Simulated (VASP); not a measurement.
# C3H3: hyperfine couplings with r2SCAN

Molecule: C3H3, in a box.

```
CELL_PARAMETERS angstrom
11.00000 0.00000 0.00000
0.00000 9.00000 0.00000
0.00000 0.00000 8.00000
ATOMIC_POSITIONS crystal
C 0.36250 0.50000 0.50000
C 0.47452 0.50000 0.50000
C 0.59867 0.50000 0.50000
H 0.26529 0.50000 0.50000
H 0.64951 0.60392 0.50000
H 0.64951 0.39608 0.50000
```

* Program: VASP 6.6.1
* Task: hyperfine couplings
* Functional: r2SCAN
* Potentials or basis: VASP PAW PBE potentials, release 64 (C, H)
* Cutoff: 500 eV
* k mesh: 1 × 1 × 1
* Occupations: gaussian, width 0.01 eV
* Spin: collinear spin, ferromagnetic start
* Starting moments: [0.167, 0.167, 0.167, 0.167, 0.167, 0.167] μB
* Fixed moment: 1 μB
* Further INCAR settings: ALGO = Normal; EDIFF = 1e-07; ISYM = 0

```
Largest force                                         : 0.415 eV/Å
Net moment                                            : 1.00 μB per cell
Site moments                                          : C +0.29, -0.14, +0.37; H -0.01 μB
Valence electrons inside the program's atomic spheres : C 2.62, 2.67, 2.59; H 0.67, 0.68
```

Forces in eV/Å, atoms in the order of the input:
```
C    0.401  0.000  0.000
C   -0.415  0.000  0.000
C    0.003  0.000  0.000
H    0.286  0.000  0.000
H   -0.138 -0.205  0.000
H   -0.138  0.205  0.000
```

Hyperfine coupling, principal values (MHz):
| atom | values |
| --- | --- |
| 1 C | 107.9, 91.8, 238.0 |
| 2 C | -106.4, -78.3, -140.4 |
| 3 C | 119.3, 118.2, 312.4 |
| 4 H | -63.2, -40.6, -86.3 |
| 5 H | -64.2, -38.1, -96.2 |
| 6 H | -64.2, -38.1, -96.2 |

Run time: 120 s on 4 MPI ranks on Intel(R) Xeon(R) Platinum 8488C (Sapphire Rapids), with other jobs on the host, peak memory 0.4 GiB a rank.

Caveat: the standard files for N, O and F lose accuracy on very short bonds; the PAW data sets were made with another functional, which shifts forces and pressure a little; the total moment is fixed, so each spin has its own Fermi level.
